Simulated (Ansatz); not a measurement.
## Ni in Ansatz: the effect of target pressure

Crystal: Ni.

```xyz
1
Lattice="-1.3837 1.3837 1.3837 1.3837 -1.3837 1.3837 1.3837 1.3837 -1.3837" Properties=species:S:1:pos:R:3 pbc="T T T"
Ni    0.0000    0.0000    0.0000
```

This isn't the form of Ni at room conditions, which is fcc.

Alike in all runs:

```yaml
Program: Ansatz 0.2.0
Task: relaxation of cell and atoms
Functional: PBEsol
Potentials_or_basis: all-electron LAPW, scalar-relativistic
Basis_error_allowed: 0.001 eV/atom
k_mesh: 13 × 13 × 13
Occupations: fermi-dirac, width 0.05 eV
Spin: collinear spin, ferromagnetic start
Starting_moments: "[1.0] μB"
```

Each run relaxes the cell or the atoms first.

```csv
target pressure,relaxed volume (Å³/atom),moment (μB)
0 GPa,?,?
5 GPa,10.25,0.57
10 GPa,10.05,0.54
20 GPa,9.67,0.26
30 GPa,9.39,0.20
```

Question: What does the run with target pressure 0 GPa give?

Answer: Relaxed volume 10.48 Å³/atom; moment 0.58 μB.

Worked out: In Murnaghan's law V^(-B') rises as a straight line in P. The other rows fit best with B' = 5.0, V0 = 10.50 Å³/atom and B0 = 200 GPa, which gives 10.50 Å³/atom at 0 GPa, against the run's 10.48. A parabola through the other rows of the moment, of slope -0.0293 μB per GPa there, extrapolates to 0.74 μB, against the run's 0.58.
